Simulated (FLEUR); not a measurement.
# CuAu (P4/mmm) in FLEUR: a series of runs

Runs on CuAu. Level: PBE. Tasks: band structure, equation of state.

Program: FLEUR MaX-R8.1 (later development tree). These are calculated values, not measurements. Logs are shortened: lines on timing, memory, paths and dates and some standing lists are left out, and cuts for length are marked.

### Step 1. The structure

Symmetry: P4/mmm, No. 123, tetragonal system. The conventional cell has a = 2.811 Å, b = 2.811 Å, c = 3.685 Å, α = 90.00°, β = 90.00°, γ = 90.00°. Around Au (site symmetry 4/mmm) lie 8 Cu at 2.71 Å and 4 Au at 2.81 Å. Around Cu (site symmetry 4/mmm) lie 8 Au at 2.71 Å and 4 Cu at 2.81 Å.

### Step 2. Band structure, PBE

Contents of inp.xml:

```xml
<?xml version="1.0" encoding="UTF-8" standalone="no"?>
<fleurInput fleurInputVersion="0.39">
   <comment>
      CuAu                                                                                                
   </comment>
   <calculationSetup>
      <cutoffs Kmax="4.14" Gmax="12.8" GmaxXC="12.8" numbands="0"/>
      <scfLoop itmax="60" minDistance="0.00001" maxIterBroyd="15" imix="Anderson" alpha="0.05" precondParam="0.0" spinf="2.0" sdNocoIR="T"/>
      <coreElectrons ctail="T" frcor="F" kcrel="0" coretail_lmax="0"/>
      <xcFunctional name="pbe" relativisticCorrections="F"/>
      <magnetism jspins="1"/>
      <soc l_soc="F" theta="0.0" phi="0.0" spav="F"/>
      <expertModes spex="0" secvar="F"/>
      <geometryOptimization l_f="F" forcealpha="1.0" forcemix="BFGS" epsdisp="0.00001" epsforce="0.00001"/>
      <ldaU l_linMix="F" mixParam="0.05" spinf="1.0"/>
   </calculationSetup>
   <cell>
      <bzIntegration valenceElectrons="38.0" mode="hist" fermiSmearingEnergy="0.00183747">
         <kPointListSelection listName="default-1"/>
         <!-- k-points included here -->
         <xi:include xmlns:xi="http://www.w3.org/2001/XInclude" href="kpts.xml"> </xi:include>
      </bzIntegration>
      <!-- symmetry operations included here -->
      <xi:include xmlns:xi="http://www.w3.org/2001/XInclude" href="sym.xml"> </xi:include>
      <bulkLattice scale="1.0">
         <bravaisMatrix>
[... 30 lines left out ...]
         <energyParameters s="4" p="4" d="3" f="4"/>
         <lo type="SCLO" l="0" n="3" eDeriv="0"/>
         <lo type="SCLO" l="1" n="3" eDeriv="0"/>
         <lo type="SCLO" l="1" n="3" eDeriv="1"/>
         <lo type="SCLO" l="2" n="3" eDeriv="2"/>
         <lo type="SCLO" l="3" n="4" eDeriv="2"/>
      </species>
   </atomSpecies>
   <atomGroups>
      <atomGroup species="Gold (Au)">
         <relPos label="                   1">.0000000000 .0000000000 .0000000000</relPos>
         <force calculate="T" relaxXYZ="TTT"/>
      </atomGroup>
      <atomGroup species="Copper (Cu)">
         <relPos label="                   2">1.000/2.000 1.000/2.000 1.000/2.000</relPos>
         <force calculate="T" relaxXYZ="TTT"/>
      </atomGroup>
   </atomGroups>
   <output dos="F" band="F" slice="F">
      <checks vchk="F" cdinf="F"/>
      <bandDOS minEnergy="-.5*Htr" maxEnergy="0.5*Htr" sigma="0.015" storeEVData="T"/>
      <vacuumDOS vacdos="F" integ="F" star="F" nstars="0" locx1="0.0" locy1="0.0" locx2="0.0" locy2="0.0" nstm="0" tworkf="0.0"/>
      <unfoldingBand unfoldBand="F" supercellX="1" supercellY="1" supercellZ="1"/>
      <plotting iplot="0" polar="F">
         <plot TwoD="T" vec1="  1.0  0.0  0.0" vec2="  0.0  1.0  0.0" vec3="  0.0  0.0  1.0" zero="  0.0  0.0  0.0" file="plot"/>
      </plotting>
      <chargeDensitySlicing numkpt="0" minEigenval="0.0" maxEigenval="0.0" nnne="0" pallst="F"/>
      <specialOutput eonly="F"/>
      <moessbauerParams electricFieldGradient="T" isomerShift="T" coreHyperfine="T" valenceHyperfine="T"/>
      <magneticCircularDichroism mcd="F" energyLo="-10.0" energyUp="0.0"/>
   </output>
  <!-- We include the file relax.xml here to enable relaxations (see documentation) -->
  <xi:include xmlns:xi="http://www.w3.org/2001/XInclude" href="relax.xml"> <xi:fallback/> </xi:include>
</fleurInput>
```

Contents of crystal.txt:

```
CuAu
&input cartesian=F /
2.8107494552  0.0000000000  0.0000000000
0.0000000000  2.8107494552  0.0000000000
0.0000000000  0.0000000000  3.6850000000
1.8897261246
1.0 1.0 1.0

2
79 0.0000000000  0.0000000000  0.0000000000
29 0.5000000000  0.5000000000  0.5000000000

&kpt div1=9 div2=9 div3=7 gamma=T /
```

Contents of inp.xml (bands):

```
<?xml version="1.0" encoding="UTF-8" standalone="no"?>
<fleurInput fleurInputVersion="0.39">
   <comment>
      CuAu                                                                                                
   </comment>
   <calculationSetup>
      <cutoffs Kmax="4.14" Gmax="12.8" GmaxXC="12.8" numbands="0"/>
      <scfLoop itmax="60" minDistance="0.00001" maxIterBroyd="15" imix="Anderson" alpha="0.05" precondParam="0.0" spinf="2.0" sdNocoIR="T"/>
      <coreElectrons ctail="T" frcor="F" kcrel="0" coretail_lmax="0"/>
      <xcFunctional name="pbe" relativisticCorrections="F"/>
      <magnetism jspins="1"/>
      <soc l_soc="F" theta="0.0" phi="0.0" spav="F"/>
      <expertModes spex="0" secvar="F"/>
      <geometryOptimization l_f="F" forcealpha="1.0" forcemix="BFGS" epsdisp="0.00001" epsforce="0.00001"/>
      <ldaU l_linMix="F" mixParam="0.05" spinf="1.0"/>
   </calculationSetup>
   <cell>
      <bzIntegration valenceElectrons="38.0" mode="hist" fermiSmearingEnergy="0.00183747">
         <kPointListSelection listName="path-1"/>
         <!-- k-points included here -->
         <xi:include xmlns:xi="http://www.w3.org/2001/XInclude" href="kpts.xml"> </xi:include>
      </bzIntegration>
      <!-- symmetry operations included here -->
      <xi:include xmlns:xi="http://www.w3.org/2001/XInclude" href="sym.xml"> </xi:include>
      <bulkLattice scale="1.0">
         <bravaisMatrix>
[... 29 lines left out ...]
         </electronConfig>
         <energyParameters s="4" p="4" d="3" f="4"/>
         <lo type="SCLO" l="0" n="3" eDeriv="0"/>
         <lo type="SCLO" l="1" n="3" eDeriv="0"/>
         <lo type="SCLO" l="1" n="3" eDeriv="1"/>
         <lo type="SCLO" l="2" n="3" eDeriv="2"/>
         <lo type="SCLO" l="3" n="4" eDeriv="2"/>
      </species>
   </atomSpecies>
   <atomGroups>
      <atomGroup species="Gold (Au)">
         <relPos label="                   1">.0000000000 .0000000000 .0000000000</relPos>
         <force calculate="T" relaxXYZ="TTT"/>
      </atomGroup>
      <atomGroup species="Copper (Cu)">
         <relPos label="                   2">1.000/2.000 1.000/2.000 1.000/2.000</relPos>
         <force calculate="T" relaxXYZ="TTT"/>
      </atomGroup>
   </atomGroups>
   <output dos="F" band="T" slice="F">
      <checks vchk="F" cdinf="F"/>
      <bandDOS minEnergy="-.5*Htr" maxEnergy="0.5*Htr" sigma="0.015" storeEVData="T"/>
      <vacuumDOS vacdos="F" integ="F" star="F" nstars="0" locx1="0.0" locy1="0.0" locx2="0.0" locy2="0.0" nstm="0" tworkf="0.0"/>
      <unfoldingBand unfoldBand="F" supercellX="1" supercellY="1" supercellZ="1"/>
      <plotting iplot="0" polar="F">
         <plot TwoD="T" vec1="  1.0  0.0  0.0" vec2="  0.0  1.0  0.0" vec3="  0.0  0.0  1.0" zero="  0.0  0.0  0.0" file="plot"/>
      </plotting>
      <chargeDensitySlicing numkpt="0" minEigenval="0.0" maxEigenval="0.0" nnne="0" pallst="F"/>
      <specialOutput eonly="F"/>
      <moessbauerParams electricFieldGradient="T" isomerShift="T" coreHyperfine="T" valenceHyperfine="T"/>
      <magneticCircularDichroism mcd="F" energyLo="-10.0" energyUp="0.0"/>
   </output>
  <!-- We include the file relax.xml here to enable relaxations (see documentation) -->
  <xi:include xmlns:xi="http://www.w3.org/2001/XInclude" href="relax.xml"> <xi:fallback/> </xi:include>
</fleurInput>
```

Potentials or basis: all-electron, FLAPW.

On the command line:

```bash
$ inpgen -f crystal.txt -profile fastHighL
$ # inp.xml edited to the form shown
$ fleur_MPI
$ fleur_MPI   # second run, on inp.xml (bands)
```

The program printed:

```text
Welcome to FLEUR        (www.flapw.de)
      MaX-Release 8.1          (www.max-centre.eu)

 ========== k-point set info ==========
 Selected k-point list: default-1
 k-point list type: mesh
 9 x 9 x 7
 Number of k points: 60

 ------------Calculation Setup---------------------------
 Number of MPI-tasks      :            1
 Number of PE/node        :            1
 Number of OMP-threads    :            1
 Most efficient MPI parallelization for:
           1           2           3           4           5           6          10          12          15          20          30          60
 Additional eigenvalue parallelization possible
 Number of basis functions:          315
 Approximate size of matrices (H+S) per k-point:         0.001 GB
 --------------------------------------------------------
 Iteration:     1   Distance:      22.97171815 me/bohr^3
 Iteration:     2   Distance:      17.78906371 me/bohr^3
 Iteration:     3   Distance:       9.83031233 me/bohr^3
 Iteration:     4   Distance:       6.90779550 me/bohr^3
 Iteration:     5   Distance:       7.58778710 me/bohr^3
 Iteration:     6   Distance:       1.52607133 me/bohr^3
 Iteration:     7   Distance:       1.54024417 me/bohr^3
 Iteration:     8   Distance:       0.73565773 me/bohr^3
 Iteration:     9   Distance:       0.69879566 me/bohr^3
 Iteration:    10   Distance:       0.07413774 me/bohr^3
 Iteration:    11   Distance:       0.04357713 me/bohr^3
 Iteration:    12   Distance:       0.00947815 me/bohr^3
 Iteration:    13   Distance:       0.00546039 me/bohr^3
 Iteration:    14   Distance:       0.00205419 me/bohr^3
 Iteration:    15   Distance:       0.00059997 me/bohr^3
 Iteration:    16   Distance:       0.00039435 me/bohr^3
 Iteration:    17   Distance:       0.00012144 me/bohr^3
 Iteration:    18   Distance:       0.00003352 me/bohr^3
 Iteration:    19   Distance:       0.00001362 me/bohr^3
 Iteration:    20   Distance:       0.00001628 me/bohr^3
 Iteration:    21   Distance:       0.00000502 me/bohr^3

 ********************************************************************
 Run finished successfully
 Stop message:
   all done
 ********************************************************************
```

Wall time 2.4 min (1 thread of Intel Xeon at 2.50GHz (Skylake/Cascade Lake), shared host); peak memory 0.07 GiB.

Results:

```
Free energy                                           : -563356.4048 eV
Band gap along the path                               : none (metal or under the smearing width)
Valence electrons inside the program's atomic spheres : Au 17.06; Cu 18.14 (radii Au 2.37, Cu 2.37 bohr)
```

Levels at the corners of the path, in eV from the Fermi level:
```
point  band 17  band 18  band 19  band 20  band 21  band 22
    Γ    -1.64    -1.42    -1.42     2.11     8.05    10.03
    X    -2.35    -2.14    -0.82    -0.11     9.43     9.54
    M    -1.32    -1.32     0.67     0.67     5.19     6.86
    Γ    -1.64    -1.42    -1.42     2.11     8.05    10.03
    Z    -2.30    -2.27    -2.27    -1.92    14.36    14.62
    R    -1.54    -1.50    -1.04    -1.04     2.72     4.40
    A    -1.61    -1.58     5.36     5.54     5.54     6.21
    Z    -2.30    -2.27    -2.27    -1.92    14.36    14.62
    X    -2.35    -2.14    -0.82    -0.11     9.43     9.54
    R    -1.54    -1.50    -1.04    -1.04     2.72     4.40
    M    -1.32    -1.32     0.67     0.67     5.19     6.86
    A    -1.61    -1.58     5.36     5.54     5.54     6.21
```

Core levels (eV from the Fermi level):
| atom | levels |
| --- | --- |
| 1 Au | 1s1/2 -80655.3, 2s1/2 -14217.5, 2p1/2 -13631.4, 2p3/2 -11795.5, 3s1/2 -3353.8, 3p1/2 -3090.8, 3p3/2 -2685.6, 4s1/2 -726.4, 3d3/2 -2250.0, 3d5/2 -2162.9, 4p1/2 -614.3, 4p3/2 -517.1, 4d3/2 -333.9, 4d5/2 -315.9, 4f5/2 -81.0, 4f7/2 -77.2 |
| 2 Cu | 1s1/2 -8846.6, 2s1/2 -1059.9, 2p1/2 -928.2, 2p3/2 -907.7 |

Caveat: spin-orbit coupling is left out, which moves the levels of the heavy elements.

### Step 3. Equation of state, PBE, 13.68 Å³/atom (volume scaled by 0.94)

Changes to inp.xml since step 2:

```diff
@@ -6,3 +6,3 @@
    <calculationSetup>
-      <cutoffs Kmax="4.14" Gmax="12.8" GmaxXC="12.8" numbands="0"/>
+      <cutoffs Kmax="4.26" Gmax="13.2" GmaxXC="13.2" numbands="0"/>
       <scfLoop itmax="60" minDistance="0.00001" maxIterBroyd="15" imix="Anderson" alpha="0.05" precondParam="0.0" spinf="2.0" sdNocoIR="T"/>
@@ -24,3 +24,3 @@
       <xi:include xmlns:xi="http://www.w3.org/2001/XInclude" href="sym.xml"> </xi:include>
-      <bulkLattice scale="1.0">
+      <bulkLattice scale="0.9795861087">
          <bravaisMatrix>
@@ -34,3 +34,3 @@
       <species name="Gold (Au)" element="Au" atomicNumber="79">
-         <mtSphere radius="2.37" gridPoints="783" logIncrement="0.017"/>
+         <mtSphere radius="2.3" gridPoints="783" logIncrement="0.017"/>
          <atomicCutoffs lmax="9" lnonsphr="9"/>
@@ -49,3 +49,3 @@
       <species name="Copper (Cu)" element="Cu" atomicNumber="29">
-         <mtSphere radius="2.37" gridPoints="783" logIncrement="0.016"/>
+         <mtSphere radius="2.3" gridPoints="783" logIncrement="0.016"/>
          <atomicCutoffs lmax="9" lnonsphr="9"/>
```

Potentials or basis: all-electron, FLAPW.

On the command line:

```bash
$ inpgen -f crystal.txt -profile fastHighL
$ # inp.xml edited to the form shown
$ fleur_MPI
```

It took 2.2 min on 1 thread of Intel Xeon at 2.50GHz (Skylake/Cascade Lake), shared host; peak memory 0.08 GiB.

The run converged. Its results:

* Free energy: -563356.2905 eV
* Band gap on the k mesh: none (metal or under the smearing width)
* Valence electrons inside the program's atomic spheres: Au 16.86; Cu 18.07 (radii Au 2.3, Cu 2.3 bohr)

### Step 4. Equation of state, PBE, 13.97 Å³/atom (volume scaled by 0.96)

Changes to inp.xml since step 3:

```diff
@@ -24,3 +24,3 @@
       <xi:include xmlns:xi="http://www.w3.org/2001/XInclude" href="sym.xml"> </xi:include>
-      <bulkLattice scale="0.9795861087">
+      <bulkLattice scale="0.9864848297">
          <bravaisMatrix>
```

On the command line:

```bash
$ inpgen -f crystal.txt -profile fastHighL
$ # inp.xml edited to the form shown
$ fleur_MPI
```

Run time: 2.2 min. Hardware: 1 thread of Intel Xeon at 2.50GHz (Skylake/Cascade Lake), shared host; peak memory 0.09 GiB.

Results (log left out):

```
Free energy                                           : -563356.3428 eV
Band gap on the k mesh                                : none (metal or under the smearing width)
Valence electrons inside the program's atomic spheres : Au 16.84; Cu 18.04 (radii Au 2.3, Cu 2.3 bohr)
```

### Step 5. Equation of state, PBE, 14.56 Å³/atom

Changes to inp.xml since step 4:

```diff
@@ -24,3 +24,3 @@
       <xi:include xmlns:xi="http://www.w3.org/2001/XInclude" href="sym.xml"> </xi:include>
-      <bulkLattice scale="0.9864848297">
+      <bulkLattice scale="1.0000000000">
          <bravaisMatrix>
```

On the command line:

```bash
$ inpgen -f crystal.txt -profile fastHighL
$ # inp.xml edited to the form shown
$ fleur_MPI
```

It took 2.1 min on 1 thread of Intel Xeon at 2.50GHz (Skylake/Cascade Lake), shared host; peak memory 0.09 GiB.

It converged, with:

* Free energy: -563356.4024 eV
* Band gap on the k mesh: none (metal or under the smearing width)
* Valence electrons inside the program's atomic spheres: Au 16.80; Cu 17.98 (radii Au 2.3, Cu 2.3 bohr)

### Step 6. Equation of state, PBE, 15.14 Å³/atom (volume scaled by 1.04)

Changes to inp.xml since step 5:

```diff
@@ -24,3 +24,3 @@
       <xi:include xmlns:xi="http://www.w3.org/2001/XInclude" href="sym.xml"> </xi:include>
-      <bulkLattice scale="1.0000000000">
+      <bulkLattice scale="1.0131594038">
          <bravaisMatrix>
```

Potentials or basis: all-electron, FLAPW.

On the command line:

```bash
$ inpgen -f crystal.txt -profile fastHighL
$ # inp.xml edited to the form shown
$ fleur_MPI
```

Wall time 2.2 min (1 thread of Intel Xeon at 2.50GHz (Skylake/Cascade Lake), shared host); peak memory 0.09 GiB.

The run converged. Its results:

| Property | Result |
| --- | --- |
| Free energy | -563356.4130 eV |
| Band gap on the k mesh | none (metal or under the smearing width) |
| Valence electrons inside the program's atomic spheres | Au 16.78; Cu 17.94 (radii Au 2.3, Cu 2.3 bohr) |

### Step 7. Equation of state, PBE, 15.43 Å³/atom (volume scaled by 1.06)

Changes to inp.xml since step 6:

```diff
@@ -24,3 +24,3 @@
       <xi:include xmlns:xi="http://www.w3.org/2001/XInclude" href="sym.xml"> </xi:include>
-      <bulkLattice scale="1.0131594038">
+      <bulkLattice scale="1.0196128224">
          <bravaisMatrix>
```

On the command line:

```bash
$ inpgen -f crystal.txt -profile fastHighL
$ # inp.xml edited to the form shown
$ fleur_MPI
```

It took 2.4 min on 1 thread of Intel Xeon at 2.50GHz (Skylake/Cascade Lake), shared host; peak memory 0.09 GiB.

The run converged. Its results:

```yaml
Free_energy: -563356.4035 eV
Band_gap_on_the_k_mesh: none (metal or under the smearing width)
Valence_electrons_inside_the_program's_atomic_spheres: Au 16.76; Cu 17.91 (radii Au 2.3, Cu 2.3 bohr)
```

### Step 8. Equation of state, PBE

No new run: the results of the series are fitted here.

What came out:

```yaml
Equilibrium_volume: 14.99 Å³/atom
Bulk_modulus_at_fixed_shape_and_positions: 143 GPa
Pressure_derivative_of_the_bulk_modulus: "5.5 (rough: it moves with the points fitted)"
```

Energy against volume, from the lowest point:
```
volume (Å³/atom)  energy (meV/atom)
          13.683              61.28
          13.974              35.10
          14.556               5.31
          15.139               0.00
          15.430               4.78
```

Caveat: the cell was scaled at fixed shape and fractional positions, which overstates the stiffness of a crystal with free parameters, most of all of layers and chains. The run has no spin-orbit coupling, so splittings on Au are missing.
